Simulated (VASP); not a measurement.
**BN: band structure with PBE**

**What was measured.**

A printed reference work, monograph reports, for a bulk crystal of BN at 300 K: band gap 6.4 eV (indirect).

Crystal: BN.

```
N B
1.0
     0.00000    1.81300    1.81300
     1.81300    0.00000    1.81300
     1.81300    1.81300    0.00000
N B
1 1
Cartesian
  0.9065 0.9065 0.9065
  0.0000 0.0000 0.0000
```

The cell is a database's computed one.

* Program: VASP 6.6.1
* Task: band structure
* Functional: PBE
* Potentials or basis: VASP PAW PBE potentials, release 64 (N_GW, B_GW)
* Cutoff: 600 eV
* k mesh: 13 × 13 × 13
* Occupations: fermi-dirac, width 0.05 eV
* Spin: no spin polarisation
* Further INCAR settings: ALGO = Normal; EDIFF = 1e-06; NBANDS = 11

* Pressure: -0.5 GPa
* Band gap on the k mesh: 4.53 eV, indirect (least direct gap 8.78 eV)
* Band gap along the path: 4.45 eV, indirect (least direct gap 8.78 eV)

Levels at the corners of the path, in eV from the valence-band top:
```csv
point,band 1,band 2,band 3,band 4,band 5,band 6,band 7,band 8
Γ,-20.13,0.00,0.00,0.00,8.78,8.78,8.78,10.20
X,-14.60,-8.86,-4.86,-4.86,4.45,9.18,17.79,17.79
X,-14.60,-8.86,-4.86,-4.86,4.45,9.18,17.79,17.79
W,-14.30,-7.55,-6.90,-6.44,9.56,13.20,14.46,14.52
W,-14.30,-7.55,-6.90,-6.44,9.56,13.20,14.46,14.52
K,-14.52,-8.08,-7.59,-4.04,6.89,12.79,15.71,16.55
K,-14.52,-8.08,-7.59,-4.04,6.89,12.79,15.71,16.55
Γ,-20.13,0.00,0.00,0.00,8.78,8.78,8.78,10.20
Γ,-20.13,0.00,0.00,0.00,8.78,8.78,8.78,10.20
L,-15.95,-10.61,-1.92,-1.92,10.03,10.66,10.66,15.17
L,-15.95,-10.61,-1.92,-1.92,10.03,10.66,10.66,15.17
U,-14.52,-8.08,-7.59,-4.04,6.89,12.79,15.71,16.55
U,-14.52,-8.08,-7.59,-4.04,6.89,12.79,15.71,16.55
W,-14.30,-7.55,-6.90,-6.44,9.56,13.20,14.46,14.52
W,-14.30,-7.55,-6.90,-6.44,9.56,13.20,14.46,14.52
L,-15.95,-10.61,-1.92,-1.92,10.03,10.66,10.66,15.17
L,-15.95,-10.61,-1.92,-1.92,10.03,10.66,10.66,15.17
K,-14.52,-8.08,-7.59,-4.04,6.89,12.79,15.71,16.55
U,-14.52,-8.08,-7.59,-4.04,6.89,12.79,15.71,16.55
X,-14.60,-8.86,-4.86,-4.86,4.45,9.18,17.79,17.79
```

It took 14 s on 1 thread of Intel(R) Xeon(R) Platinum 8488C (Sapphire Rapids), with other jobs on the host, peak memory 0.13 GiB.

A measured gap of BN is 6.4 eV (indirect; 300 K; a printed reference work, monograph); the calculated 4.45 eV misses it by -1.95 eV. The value is that of PBE, without temperature or zero-point motion. Semilocal functionals fall short of measured gaps as a rule. The cell is a database's relaxed one, not the measured one, which moves gaps too.
